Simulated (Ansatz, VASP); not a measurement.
## One calculation of W, two programs

```
CELL_PARAMETERS angstrom
2.62200 0.00000 0.00000
0.00000 2.62200 0.00000
0.00000 0.00000 2.62200
ATOMIC_POSITIONS crystal
W 0.00000 0.00000 0.00000
```

Alike in both runs: functional r2SCAN; k mesh 12 × 12 × 12; occupations fermi-dirac, width 0.1 eV; no spin polarisation.

Ansatz relaxed the structure, and its values are those at the end. VASP's run is a single point on that final structure, the one shown.

```csv
,VASP,Ansatz
version,VASP 6.6.1,Ansatz 0.2.0
potentials or method,"VASP PAW PBE potentials, release 64 (W_sv)","plane waves (500 eV) with PAW, scalar-relativistic"
plane-wave cutoff (eV),520,500
valence electrons in the cell,14,14
```

```csv
,VASP,Ansatz,Ansatz less VASP
pressure (GPa),1.1,0.0,-1.10
```

Caveats: the PAW data sets were made with another functional, which shifts forces and pressure a little (VASP). Spin-orbit coupling is left out, which matters for the levels of W.
